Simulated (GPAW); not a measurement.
# GaP (F-43m) in GPAW: notebook, part 2 of 2

GPAW 26.7.0. Earlier steps stand in the parts before.

### 5 Band structure, BLYP, spin-orbit coupling, no magnetisation

The input, run.py:

```python
import numpy as np
from ase.dft.bandgap import bandgap
from ase.io import write
from ase.spacegroup import crystal
from ase.units import GPa
from gpaw import GPAW, PW, setup_paths
from gpaw.spinorbit import soc_eigenstates

setup_paths.insert(0, '.')

# Ga 4a
# P 4c
atoms = crystal(['Ga', 'P'],
                basis=[[0.0, 0.0, 0.0],
                       [0.25, 0.25, 0.25]],
                spacegroup=216, setting=1,  # F-43m
                cellpar=[5.4505, 5.4505, 5.4505, 90.0, 90.0, 90.0],
                primitive_cell=True)

calc = GPAW(mode=PW(600),
            xc='BLYP',
            kpts={'size': (8, 8, 8), 'gamma': True},
            occupations={'name': 'fermi-dirac', 'width': 0.05},
            nbands=11,
            convergence={'density': 1e-05, 'energy': 1e-05},
            eigensolver='davidson',
            maxiter=150,
            txt='gpaw.txt')
atoms.calc = calc
energy = atoms.get_potential_energy()
forces = atoms.get_forces()
stress = atoms.get_stress()
calc.write('gs.gpw')
write('result.traj', atoms)
print(f'Energy: {energy:.6f} eV')
print('Forces (eV/A):')
print(forces.round(4))
print('Stress (GPa):', (stress / GPa).round(3))
print('Fermi level:', round(calc.get_fermi_level(), 4), 'eV')
print(f'Gap: {bandgap(calc)[0]:.4f} eV, direct: {bandgap(calc, direct=True)[0]:.4f} eV')

path = atoms.cell.bandpath('GXWKGLUWLK,UX', npoints=60, eps=1e-4)
bs_calc = calc.fixed_density(kpts=path, symmetry='off', nbands=21,
                             convergence={'bands': 'CBM+6.0', 'eigenstates': 1e-6}, txt='bands.txt')
bs = bs_calc.band_structure()
bs.write('bs.json')
print(f'Gap on the path: {bandgap(bs_calc)[0]:.4f} eV')

soc = soc_eigenstates(bs_calc, theta=90, phi=0)
np.savetxt('soc_bands.dat', soc.eigenvalues(), fmt='%.4f')
mesh = soc_eigenstates('gs.gpw', theta=90, phi=0)
np.savetxt('soc_mesh.dat', mesh.eigenvalues(), fmt='%.4f')
print('Fermi level with spin-orbit coupling:', round(mesh.fermi_level, 4), 'eV')
```

Potentials or basis: PAW data sets generated in the run's folder for this functional, pw.

The run is started by

```
gpaw-setup -f BLYP Ga P
OMP_NUM_THREADS=1 python run.py
```

gpaw.txt:

```text
__  _  _
 | _ |_)|_||  |
 |__||  | ||/\| - 26.7.0

Input parameters:
  mode=PW(ecut=600.0),
  convergence={'density': 1e-05, 'energy': 1e-05},
  eigensolver=Davidson(niter=2),
  kpts=MonkhorstPack(size=(8, 8, 8), gamma=True),
  maxiter=150,
  nbands=11,
  occupations=Occupations(name='fermi-dirac', width=0.05),
  xc=XC(name='BLYP')

Diagonalizing LCAO Hamiltonian
Converting LCAO to pw mode

           P

       Ga

Atoms  # Å, Bohr magnetons
|   | symbol |        x |        y |        z |    initial magnetic moments |
|---|--------|----------|----------|----------|-----------------------------|
| 0 |     Ga | 0.000000 | 0.000000 | 0.000000 | ( 0.0000,  0.0000,  0.0000) |
| 1 |      P | 1.362625 | 1.362625 | 1.362625 | ( 0.0000,  0.0000,  0.0000) |

Unit cell  # Å
| periodic |        x |        y |        z |  lengths |    angles |
|----------|----------|----------|----------|----------|-----------|
|      yes | 0.000000 | 2.725250 | 2.725250 | 3.854086 | 60.000000 |
|      yes | 2.725250 | 0.000000 | 2.725250 | 3.854086 | 60.000000 |
|      yes | 2.725250 | 2.725250 | 0.000000 | 3.854086 | 60.000000 |

Number of symmetries: 24
Symmetry operations  # r_c * U_cc + t_c -> r_c
|    | kind |            matrix            |
|----|------|------------------------------|
|  0 |  E   |  1, 0, 0,  0, 1, 0,  0, 0, 1 |
|  1 |  σ   |  1, 0, 0,  0, 0, 1,  0, 1, 0 |
|  2 |  σ   |  1, 0,-1,  0, 1,-1,  0, 0,-1 |
|  3 |  C3  |  1, 0,-1,  0, 0,-1,  0, 1,-1 |
|  4 |  C3  |  1,-1, 0,  0,-1, 1,  0,-1, 0 |
|  5 |  σ   |  1,-1, 0,  0,-1, 0,  0,-1, 1 |
|  6 |  σ   |  0, 1, 0,  1, 0, 0,  0, 0, 1 |
|  7 |  C3  |  0, 1, 0,  0, 0, 1,  1, 0, 0 |
|  8 |  C2  |  0, 1,-1,  1, 0,-1,  0, 0,-1 |
|  9 |  S4  |  0, 1,-1,  0, 0,-1,  1, 0,-1 |
| 10 |  C3  |  0, 0, 1,  1, 0, 0,  0, 1, 0 |
| 11 |  σ   |  0, 0, 1,  0, 1, 0,  1, 0, 0 |
| 12 |  S4  |  0, 0,-1,  1, 0,-1,  0, 1,-1 |
| 13 |  C3  |  0, 0,-1,  0, 1,-1,  1, 0,-1 |
| 14 |  S4  |  0,-1, 1,  1,-1, 0,  0,-1, 0 |
| 15 |  C2  |  0,-1, 1,  0,-1, 0,  1,-1, 0 |
| 16 |  C3  |  0,-1, 0,  1,-1, 0,  0,-1, 1 |
| 17 |  S4  |  0,-1, 0,  0,-1, 1,  1,-1, 0 |
| 18 |  S4  | -1, 1, 0, -1, 0, 1, -1, 0, 0 |
| 19 |  C3  | -1, 1, 0, -1, 0, 0, -1, 0, 1 |
| 20 |  C3  | -1, 0, 1, -1, 1, 0, -1, 0, 0 |
| 21 |  S4  | -1, 0, 1, -1, 0, 0, -1, 1, 0 |
| 22 |  σ   | -1, 0, 0, -1, 1, 0, -1, 0, 1 |
| 23 |  C2  | -1, 0, 0, -1, 0, 1, -1, 1, 0 |

BZ-sampling:
  Number of BZ points: 512
  Number of IBZ points: 29

  Monkhorst-Pack size: [8, 8, 8]
  Monkhorst-Pack shift: [0.0625, 0.0625, 0.0625]

K-points  # in reciprocal-cell coordinates
|     |                                coordinates |     weight |
|-----|--------------------------------------------|------------|
|   0 | (  0.00000000,   0.00000000,   0.00000000) | 0.00195312 |
|   1 | (  0.12500000,   0.12500000,   0.00000000) | 0.01171875 |
|   2 | (  0.12500000,   0.12500000,   0.12500000) | 0.01562500 |
|   3 | (  0.25000000,   0.12500000,   0.12500000) | 0.02343750 |
|   4 | (  0.25000000,   0.25000000,   0.00000000) | 0.01171875 |
|   5 | (  0.25000000,   0.25000000,   0.12500000) | 0.04687500 |
|   6 | (  0.25000000,   0.25000000,   0.25000000) | 0.01562500 |
|   7 | (  0.37500000,   0.25000000,  -0.37500000) | 0.04687500 |
|   8 | (  0.37500000,   0.25000000,   0.12500000) | 0.04687500 |
|   9 | (  0.37500000,   0.25000000,   0.25000000) | 0.04687500 |
| ... |                                            |            |
|  28 | (  0.50000000,   0.50000000,   0.50000000) | 0.00781250 |

Plane wave coefficients: 1365
Cutoff: 600.0 eV

Spin-components: 1 (collinear spins)
Bands:           11
Projectors:      10
Spin-degeneracy: 2
Datatype:        complex128

Parallelization:
  kpt:    1
  domain: 1
  band:   1

Density:
  Valence electrons: 8.0
  Components: 1
  Grid points: [24 24 24]
  Charge: 0.0  # |e|

Potential:
  Grid points: [24 24 24]

species:
  Ga:
    name:    Gallium
    Z:       31.0
    valence: 3
    core:    28
    charge:  0.0  # [|e|]
    compensation charges:
      type: gauss
      rc: 0.37  # [Å]
      lmax: 2
    cutoffs:
      filter: 2.06  # [Å]
      core: 4.17  # [Å]
    projectors
    | kind |    occ | energy [eV] | rcut [Å] |
    |------|--------|-------------|----------|
    |   4s |  2.000 |      -8.903 |    1.164 |
    |   4p |  1.000 |      -2.515 |    1.164 |
    |    s |        |      18.309 |    1.164 |
    |    p |        |      24.697 |    1.164 |
    |    d |        |       0.000 |    1.164 |

    Using partial waves for Ga as LCAO basis

  P:
    name:    Phosphorus
    Z:       15.0
    valence: 5
    core:    10
    charge:  0.0  # [|e|]
    compensation charges:
      type: gauss
      rc: 0.30  # [Å]
      lmax: 2
    cutoffs:
      filter: 1.69  # [Å]
      core: 1.81  # [Å]
    projectors
    | kind |    occ | energy [eV] | rcut [Å] |
    |------|--------|-------------|----------|
    |   3s |  2.000 |     -13.831 |    0.953 |
    |   3p |  3.000 |      -5.357 |    0.953 |
    |    s |        |      13.380 |    0.953 |
    |    p |        |      21.855 |    0.953 |
    |    d |        |       0.000 |    0.953 |

    Using partial waves for P as LCAO basis

Reference energy: -62202.908923  # eV

eigensolver:
  Davidson
  Converge bands: occupied
  niter=2

density mixing:
  MSR1-Mixer
  Pratt-step length: 0.05
  Maximum mixing coefficient: 0.75
  Old densities: 10
  SVD Regularization: 0.005
  Good broyden scale: 1.0
  Trust region scale: 1.0
  Backstep threshold: 4.0
  History deletion threshold: 6.0
  Fourier metric: weight=20.0, sigma=0.015

occupation numbers:
  Fermi-Dirac:
    width: 0.0500  # eV

poisson solver:
  ecut: 4800.0  # eV

xc functional:
  name: BLYP with 2 nearest neighbor stencil

convergence criteria:
[... 6 lines left out ...]
|iter     | |      energy | eigst |  dens |
|---------|-|-------------|-------|-------|
|iter:   1| |   -7.847386 | -0.22 |       |
|iter:   2| |   -7.808548 | -2.00 | -0.81 |
|iter:   3| |   -7.627200 | -1.68 | -0.84 |
|iter:   4| |   -7.623204 | -3.29 | -1.55 |
|iter:   5| |   -7.623626 | -4.23 | -1.89 |
|iter:   6| |   -7.623658 | -5.01 | -2.65 |
|iter:   7| |   -7.623660c| -6.26 | -3.43 |
|iter:   8| |   -7.623660c| -7.12 | -3.99 |
|iter:   9| |   -7.623660c| -8.19c| -5.06c|

Converged in 9 steps
Energy contributions relative to reference atoms: (reference = -62202.908923)

Energy contributions:
  Kinetic:          29.205401
  Coulomb:         -25.590631
  Zero:              0.017499
  External:          0.000000
  Xc:              -11.255930
  Entropy:          -0.000000
  Spinorbit:         0.000000
  ----------------------------
  Free energy:      -7.623660
  Extrapolated:     -7.623660

dipole moment: (-16.970047, -16.970047, -16.970047)  # |e|*Ang

Fermi level: 6.200
Eigenvalues  # (at kpt = [0.000, 0.000, 0.000])
| band index |      eig [eV] | occ [0-2] |
|------------|---------------|-----------|
|          0 |        -7.090 |     2.000 |
|          1 |         5.357 |     2.000 |
|          2 |         5.357 |     2.000 |
|          3 |         5.357 |     2.000 |
|          4 |         7.144 |     0.000 |
|          5 |         9.333 |     0.000 |
|          6 |         9.333 |     0.000 |
|          7 |         9.333 |     0.000 |
|          8 |        14.440 |     0.000 |
|          9 |        15.175 |     0.000 |
|         10 |        15.701 |     0.000 |

Gap: 1.721 eV
Transition (v -> c):
  (s=0, k=0, n=3, [0.00, 0.00, 0.00]) -> (s=0, k=28, n=4, [0.50, 0.50, 0.50])
Direct/indirect transitions are different
Direct gap: 1.787 eV
Transition at: (s=0, k=0, n=3, [0.00, 0.00, 0.00])

Forces  # eV/Ang
|        x |        y |        z |
|----------|----------|----------|
|  0.00000 | -0.00000 | -0.00000 |  # Ga   0
| -0.00000 |  0.00000 |  0.00000 |  # P    1

Stress tensor  # eV/Ang^3
|         x |         y |         z |
|-----------|-----------|-----------|
| -0.050255 |  0.000000 |  0.000000 |
|  0.000000 | -0.050255 | -0.000000 |
|  0.000000 | -0.000000 | -0.050255 |

# Writing to gs.gpw (mode='')
```

It took 26 s on 1 thread of Arm Neoverse V1, shared host; peak memory 0.23 GiB.

Results:

- Free energy: -7.6237 eV
- Pressure: 8.1 GPa
- Band gap on the k mesh: 1.69 eV, indirect (least direct gap 1.76 eV)
- Band gap along the path: 1.69 eV, indirect (least direct gap 1.76 eV)

Levels at the corners of the path, in eV from the valence-band top:
| point | band 5 | band 6 | band 7 | band 8 | band 9 | band 10 | band 11 | band 12 |
| --- | --- | --- | --- | --- | --- | --- | --- | --- |
| Γ | 0.00 | 0.00 | 0.00 | 0.00 | 1.76 | 1.76 | 3.83 | 3.83 |
| X | -2.67 | -2.67 | -2.64 | -2.64 | 1.82 | 1.82 | 1.93 | 1.93 |
| W | -3.54 | -3.52 | -3.38 | -3.32 | 4.83 | 4.85 | 4.86 | 4.87 |
| K | -3.88 | -3.86 | -2.24 | -2.24 | 2.31 | 2.31 | 4.88 | 4.89 |
| Γ | 0.00 | 0.00 | 0.00 | 0.00 | 1.76 | 1.76 | 3.83 | 3.83 |
| L | -1.17 | -1.17 | -1.09 | -1.09 | 1.69 | 1.69 | 4.78 | 4.78 |
| U | -3.88 | -3.86 | -2.24 | -2.24 | 2.31 | 2.31 | 4.88 | 4.89 |
| W | -3.54 | -3.52 | -3.38 | -3.32 | 4.83 | 4.85 | 4.86 | 4.87 |
| L | -1.17 | -1.17 | -1.09 | -1.09 | 1.69 | 1.69 | 4.78 | 4.78 |
| K | -3.88 | -3.86 | -2.24 | -2.24 | 2.31 | 2.31 | 4.88 | 4.89 |
| U | -3.88 | -3.86 | -2.24 | -2.24 | 2.31 | 2.31 | 4.88 | 4.89 |
| X | -2.67 | -2.67 | -2.64 | -2.64 | 1.82 | 1.82 | 1.93 | 1.93 |

Caveat: the data sets keep Ga 3d, Li 1s and Be 1s frozen, and some such compounds lay over 1.5 % in volume off other programs; spin-orbit coupling was added after a scalar SCF, so levels and gaps hold it while energy, forces, pressure and moments don't; this program's spin-orbit splittings come out too wide for heavy elements.

### 6 Equation of state, BLYP+D4

The input, run.py:

```python
from ase.calculators.mixing import SumCalculator
from ase.eos import EquationOfState
from ase.io import Trajectory
from ase.spacegroup import crystal
from ase.units import GPa
from dftd4.ase import DFTD4
from gpaw import GPAW, PW, setup_paths

setup_paths.insert(0, '.')

# Ga 4a
# P 4c
atoms = crystal(['Ga', 'P'],
                basis=[[0.0, 0.0, 0.0],
                       [0.25, 0.25, 0.25]],
                spacegroup=216, setting=1,  # F-43m
                cellpar=[5.4505, 5.4505, 5.4505, 90.0, 90.0, 90.0],
                primitive_cell=True)

traj = Trajectory('eos.traj', 'w')
volumes, energies = [], []
for x in [0.94, 0.96, 0.98, 1.0, 1.02, 1.04, 1.06]:
    a = atoms.copy()
    a.set_cell(atoms.cell * x**(1 / 3), scale_atoms=True)
    calc = GPAW(mode=PW(600),
                xc='BLYP',
                kpts={'size': (8, 8, 8), 'gamma': True},
                occupations={'name': 'fermi-dirac', 'width': 0.05},
                nbands=11,
                convergence={'density': 1e-05, 'energy': 1e-05},
                eigensolver='davidson',
                maxiter=150,
                txt=f'eos-{x:.2f}.txt')
    a.calc = SumCalculator([calc, DFTD4(method='blyp')])
    energies.append(a.get_potential_energy())
    volumes.append(a.get_volume())
    p = -a.get_stress()[:3].mean() / GPa
    calc.write(f'eos-{x:.2f}.gpw')
    traj.write(a)
    print(f'{x:.2f} {volumes[-1]:10.4f} A^3 {energies[-1]:14.6f} eV {p:9.3f} GPa', flush=True)

v0, e0, B = EquationOfState(volumes, energies, eos='birchmurnaghan').fit()
print(f'V0 = {v0:.4f} A^3, E0 = {e0:.6f} eV, B0 = {B / GPa:.2f} GPa')
```

Potentials or basis: PAW data sets generated in the run's folder for this functional, pw.

The run is started by

```
gpaw-setup -f BLYP Ga P
OMP_NUM_THREADS=1 python run.py
```

Wall time 67 s (1 thread of Arm Neoverse V1, shared host); peak memory 0.23 GiB.

The run converged. Its results:

```
Equilibrium volume                      : 20.56 Å³/atom
Bulk modulus                            : 85 GPa
Pressure derivative of the bulk modulus : 4.8
```

Energy against volume, from the lowest point:
```csv
volume (Å³/atom),energy (meV/atom)
19.026,34.86
19.431,18.06
19.836,7.06
20.240,1.22
20.645,0.00
21.050,2.89
21.455,9.45
```

Caveat: the data sets keep Ga 3d, Li 1s and Be 1s frozen, and some such compounds lay over 1.5 % in volume off other programs.

### 7 The runs side by side

```csv
task,level,potentials or basis,spin,cutoff (eV),band path,band points,eigensolver,spin axis theta (degrees),spin axis phi (degrees),grid spacing,gap on the mesh (eV)
band structure,PBE,"GPAW PAW data sets (gpaw-data 1.2.1), lcao:dzp",off,-,"GXWKGLUWLK,UX",60,-,-,-,0.16 Å,1.72
equation of state,BP86,"PAW data sets generated in the run's folder for this functional, pw",off,600,-,-,-,-,-,-,-
equation of state,r2SCAN,"GPAW PAW data sets (gpaw-data 1.2.1), pw",off,600,-,-,-,-,-,-,-
band structure,BLYP,"PAW data sets generated in the run's folder for this functional, pw","SOC, no magnetisation",600,"GXWKGLUWLK,UX",60,davidson,90,0,-,1.69
equation of state,BLYP+D4,"PAW data sets generated in the run's folder for this functional, pw",off,600,-,-,davidson,-,-,-,-
```

Alike in all rows: cell as given; k mesh 8 × 8 × 8; smearing fermi-dirac 0.05 eV.

Caveats: the data sets keep Ga 3d, Li 1s and Be 1s frozen, and some such compounds lay over 1.5 % in volume off other programs (some runs); the real-space grid adds noise to forces (some runs); the basis of atomic orbitals isn't converged, which shifts pressures, moduli and gaps (some runs); the minimum lies outside the volumes run (some runs); the points scatter about the fit (some runs); the PAW data sets were made with another functional, which shifts forces and pressure a little (some runs); spin-orbit coupling was added after a scalar SCF, so levels and gaps hold it while energy, forces, pressure and moments don't (some runs).

Total energies depend on the potentials used, so only differences within one code and one set of settings carry meaning.

### 8 How close it comes

Step 2. Measured gap of GaP: 2.34 eV (indirect; 10 K; quoted in “Stacking defects in GaP nanowires: Electronic structure and optical properties”, 2018, arxiv:1810.01194). This calculation gives 1.67 eV (-0.67 eV). Spin-orbit coupling on Ga is left out. The value is that of PBE in an atomic basis (GPAW PAW data sets (gpaw-data 1.2.1), lcao:dzp), whose error adds to the functional's,, without temperature or zero-point motion. Semilocal functionals fall short of measured gaps as a rule.

Step 5. Measured gap of GaP: 2.34 eV (indirect; 10 K; quoted in “Stacking defects in GaP nanowires: Electronic structure and optical properties”, 2018, arxiv:1810.01194). This calculation gives 1.69 eV (-0.65 eV). The value is that of BLYP, without temperature or zero-point motion. Semilocal functionals fall short of measured gaps as a rule.

Step 6. Against the measured bulk modulus of GaP, 87.5 GPa (“Phosphorous dimerization in GaP at high pressure”, 2017, arxiv:1709.06667), the calculated 85 GPa is off by -3.2 %. The fit is for a static lattice scaled at fixed shape and fixed fractional positions.
